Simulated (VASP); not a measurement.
Crystal: MoS2.

```xyz
3
Lattice="0.0000 2.9960 2.9960 2.9960 0.0000 2.9960 2.9960 2.9960 0.0000" Properties=species:S:1:pos:R:3 pbc="T T T"
Mo    0.0000    0.0000    0.0000
S     1.4980    1.4980    1.4980
S     4.4939    4.4939    4.4939
```

Measurements of this composition are mostly on another form, of space group No. 194.

Base run:

| Quantity | Value |
| --- | --- |
| Program | VASP 6.6.1 |
| Functional | PBE |
| Potentials or basis | VASP PAW PBE potentials, release 64 (Mo_sv, S) |
| Cutoff | 520 eV |
| k mesh | 6 × 6 × 6 |
| Occupations | gaussian, width 0.05 eV |
| Spin | collinear spin, ferromagnetic start |
| Starting moments | [1.0, 0.0, 0.0] μB |
| Fixed moment | 3 μB |
| Hubbard terms | Mo d U = 2 eV |

Its results: pressure 5.1 GPa; site moments Mo +2.35; S +0.09 μB.

Task: The run is repeated on the same cell with these changes: hubbard terms from Mo d U = 2 eV to Mo d U = 5 eV. What comes out?

Result: Pressure 9.3 GPa; site moments Mo +2.66; S -0.00 μB.

Caveats: the moment is held away from its start; the total moment is fixed, so each spin has its own Fermi level.
